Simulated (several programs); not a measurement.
**Many methods on one cell: BN (P6_3mc)**

BN (started from an entry of an open crystallographic database), relaxed with r2SCAN in Ansatz, was computed with several methods. It is hexagonal, P6_3mc (No. 186); conventional cell a = 2.544 Å, c = 4.208 Å, 5.90 Å³ an atom. B has 4 N at 1.56–1.58 Å; N has 4 B at 1.56–1.58 Å. Calculated for a static, non-magnetic cell.

```cif
data_structure
_symmetry_space_group_name_H-M 'P 1'
_symmetry_Int_Tables_number 1
_cell_length_a 2.5439
_cell_length_b 2.5439
_cell_length_c 4.2078
_cell_angle_alpha 90.000
_cell_angle_beta 90.000
_cell_angle_gamma 120.000
_cell_volume 23.58
loop_
_atom_site_label
_atom_site_type_symbol
_atom_site_fract_x
_atom_site_fract_y
_atom_site_fract_z
_atom_site_occupancy
B1 B 0.66667 0.33333 0.00020 1
B2 B 0.33333 0.66667 0.50020 1
N1 N 0.66667 0.33333 0.37480 1
N2 N 0.33333 0.66667 0.87480 1
```

Gaps and times are for a single point on this cell; volume and bulk modulus come from each method's own relaxation or energy curve at fixed shape, which is too stiff where a cell has free coordinates or axes. Times are rough, from shared hosts (Arm Neoverse N1; Arm Neoverse V1), and each method has its own mesh and cell size. A double dagger marks a value from a curve with shape and coordinates held. PM6 (MOPAC), PM7 (MOPAC), GFN1-xTB (tblite), GFN2-xTB (tblite) treat a cluster of cells at its zone centre, which samples few k points: where these miss a band edge, the gap comes out too large for that reason alone. Gaps from k meshes are read at a limited set of points (mesh, symmetry points, PBE's band edges), so each method's own least gap may be somewhat smaller. Force fields have no electrons; where one was fitted to this phase, its volume and modulus reflect the fit. xTB and the PM methods were fitted mostly to molecules, and can miss a solid's gap by electronvolts. Minimal bases can be far off for gaps. Times of the plane-wave ladder aren't listed, since it ran on unlike processors and cards. GLLB-SC's gap includes the derivative discontinuity. G0W0 is at finite bands, cutoff and mesh. d marks a direct gap, i an indirect one (no mark: not told apart), a dash a value that wasn't computed or didn't pass its checks.

```
                               method              kind  gap (eV)  own volume (Å³/atom)  bulk modulus (GPa)  atoms computed  processor time
                               PBEsol         semilocal         –                  5.88                   –               4               –
                 BNC.tersoff (LAMMPS)       force field         –                  5.33                466‡               4          0.11 s
                    BN.extep (LAMMPS)       force field         –                  5.63                402‡               4          0.11 s
 light PBE (260 eV and a coarse mesh)  light plane-wave    5.27 i                     –                   –               4          0.68 s
      non-self-consistent DFTB (CP2K)     tight binding    9.43 d                     –                   –               4           1.1 s
                                  LDA         semilocal    4.98 i                  5.76                   –               4               –
                                  PBE         semilocal    5.21 i                  5.97                371‡               4               –
                    GFN1-xTB (tblite)     tight binding      9.59                 5.91‡                388‡         cluster           4.3 s
                               r2SCAN         semilocal    5.75 i                  5.90                392‡               4               –
                          PM7 (MOPAC)    semi-empirical      8.46                 6.41‡                515‡         cluster           8.8 s
                       PBE/SZV (CP2K)       small basis    9.16 d                 6.21‡                365‡               4            15 s
                          PM6 (MOPAC)    semi-empirical      8.73                     –                   –         cluster            16 s
                       GLLB-SC (GPAW)   model potential      7.17                     –                   –               4            26 s
                    GFN2-xTB (tblite)     tight binding      6.89                 6.06‡                357‡         cluster            26 s
                                 PBE0            hybrid    7.29 i                     –                   –               4               –
                                HSE06            hybrid    6.53 i                  5.83                   –               4               –
                         Hartree-Fock    exact exchange   14.43 i                     –                   –               4               –
                              r2SCANh            hybrid    6.50 i                     –                   –               4               –
                             DDH-PBE0            hybrid    7.01 i                     –                   –               4               –
                      PBE/DZVP (CP2K)       small basis    5.29 i                 5.99‡                366‡               4            55 s
               PBE/single zeta (GPAW)       small basis    8.32 i                     –                   –               4            70 s
   G0W0@LDA (140 eV screening cutoff)         many-body      6.65                     –                   –               4               –
   G0W0@PBE (220 eV screening cutoff)         many-body      6.86                     –                   –               4               –
G0W0@r2SCAN (140 eV screening cutoff)         many-body      6.87                     –                   –               4               –
 G0W0@HSE06 (140 eV screening cutoff)         many-body      7.16                     –                   –               4               –
```

Against HSE06 (6.53 eV) and with closed or daggered gaps left aside, the nearest gap at the points sampled is that of r2SCANh (-0.03 eV) and the farthest that of Hartree-Fock (+7.90 eV). HSE06 is only a yardstick of convenience: for gaps this wide it usually falls short of measured ones, so a larger value can be the better one.

Volumes against r2SCAN's: PBEsol -0.3 %, BNC.tersoff (LAMMPS) -9.6 %, BN.extep (LAMMPS) -4.5 %, LDA -2.4 %, PBE +1.2 %, HSE06 -1.1 %.
